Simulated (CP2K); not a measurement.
GaP:

```
Ga P
1.0
     3.85409    0.00000    0.00000
     1.92704    3.33774    0.00000
     1.92704    1.11258    3.14685
Ga P
1 1
Cartesian
  0.0000 0.0000 0.0000
  5.7811 3.3377 2.3601
```

Base run:

```yaml
Program: CP2K 2026.2
Functional: PBE
Potentials_or_basis: POTENTIAL_UZH Ga GTH-PBE-q13, P GTH-PBE-q5; TZVP-MOLOPT-PBE-GTH basis
Density_cutoff: 9184 eV
k_mesh: 8 × 8 × 8
Occupations: fermi-dirac, width 0.05 eV
Spin: no spin polarisation
```

Its results: band gap on the k mesh 1.66 eV, indirect (least direct gap 1.78 eV).

**Question.** The run is repeated on the same cell with these changes: functional from PBE to TB-mBJ. What comes out?

**Answer.** Band gap on the k mesh 1.79 eV, indirect (least direct gap 2.00 eV).

Caveats: the basis of atomic orbitals isn't converged, which shifts pressures, moduli and gaps; this is a model potential without an energy functional, so only levels have meaning (some runs).

Not every run made on this cell is shown here.
